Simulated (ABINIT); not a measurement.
SnO2 (Cassiterite):

```
Sn O
1.0
     4.73800    0.00000    0.00000
     0.00000    4.73800    0.00000
     0.00000    0.00000    3.18650
Sn O
2 4
Direct
  0.50000 0.50000 0.50000
  0.00000 0.00000 0.00000
  0.80710 0.19290 0.50000
  0.69290 0.69290 0.00000
  0.19290 0.80710 0.50000
  0.30710 0.30710 0.00000
```

| Quantity | Value |
| --- | --- |
| Program | ABINIT 10.8.3 (patched build) |
| Task | relaxation of cell and atoms |
| Functional | PBE |
| Dispersion | D3 |
| Potentials or basis | JTH PAW PBE v2.0 |
| Cutoff | 626 eV |
| k mesh | 3 × 3 × 4 |
| Occupations | fermi-dirac, width 0.05 eV |
| Spin | no spin polarisation |

At the start: pressure 7.9 GPa; volume 11.92 Å³/atom.

Question: How do energy, volume and symmetry change on relaxing?

Answer: Over 6 steps the energy falls by 11.3 meV/atom and the volume is 12.38 Å³/atom (+3.8 %); space group P4_2/mnm (No. 136, to 0.05 Å).

The path:
| step | energy change (eV) | largest force (eV/Å) | pressure (GPa) | volume (Å³) |
| --- | --- | --- | --- | --- |
| 1 | 0.0000 | 0.2707 | 7.90 | 71.53 |
| 2 | -0.0594 | 0.1057 | 2.58 | 73.28 |
| 3 | -0.0674 | 0.0277 | 0.17 | 74.16 |
| 4 | -0.0676 | 0.0180 | -0.01 | 74.24 |
| 5 | -0.0677 | 0.0052 | -0.13 | 74.29 |
| 6 | -0.0678 | 0.0007 | -0.07 | 74.28 |

Final structure:
```
Sn O
1.0
     4.79871    0.00000    0.00000
     0.00000    4.79871    0.00000
     0.00000    0.00000    3.22583
Sn O
2 4
Cartesian
  2.3994 2.3994 1.6129
  0.0000 0.0000 0.0000
  3.8689 0.9298 1.6129
  3.3292 3.3292 0.0000
  0.9298 3.8689 1.6129
  1.4695 1.4695 0.0000
```

Caveat: the k mesh is coarse (spacing up to 0.49 Å⁻¹), so the values aren't converged; the atomic spheres overlap.
